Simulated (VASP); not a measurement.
Here is a VASP 6.6.1 calculation.

Contents of INCAR:

```
ALGO     = Normal         # electronic algorithm
EDIFF    = 1E-7           # SCF threshold, eV
EDIFFG   = -0.005         # ionic threshold
ENCUT    = 600            # plane-wave cutoff, eV
GGA      = PS             # functional
IBRION   = 2              # ionic algorithm
ISIF     = 3              # what is computed and relaxed
ISMEAR   = 0              # smearing method
LASPH    = T              # aspherical terms in the spheres
LCHARG   = F              # write CHGCAR
LREAL    = F              # projectors in reciprocal space
LWAVE    = F              # write WAVECAR
NELM     = 80             # most SCF steps
NSW      = 90             # ionic steps
PREC     = Accurate       # precision mode
SIGMA    = 0.03           # smearing width, eV
```

The input KPOINTS:

```
k-points
0
Gamma
  8 8 8
```

File POSCAR:

```
TePb                                    
1.0
    0.0000000000      3.2218515830      3.2218515830
    3.2218515830      0.0000000000      3.2218515830
    3.2218515830      3.2218515830     -0.0000000000
  Te              Pb            
     1     1
Direct
     0.5000000000000000    0.5000000000000000    0.5000000000000000
     0.0000000000000000    0.0000000000000000    0.0000000000000000
```

Potentials or basis: VASP PAW PBE potentials, release 64 (Te, Pb_d).

Launch:

```console
$ cat potpaw_PBE.64/Te/POTCAR potpaw_PBE.64/Pb_d/POTCAR > POTCAR
$ mpirun -np 1 vasp_std > vasp.out
```

(1) Predict the band gap on the k mesh.

## Answers

(1) 0.65 eV, direct.

Caveat: the relaxation stopped at its first step, so nothing moved; spin-orbit coupling is left out, which as a rule narrows the gap of such compounds by several tenths of an eV.
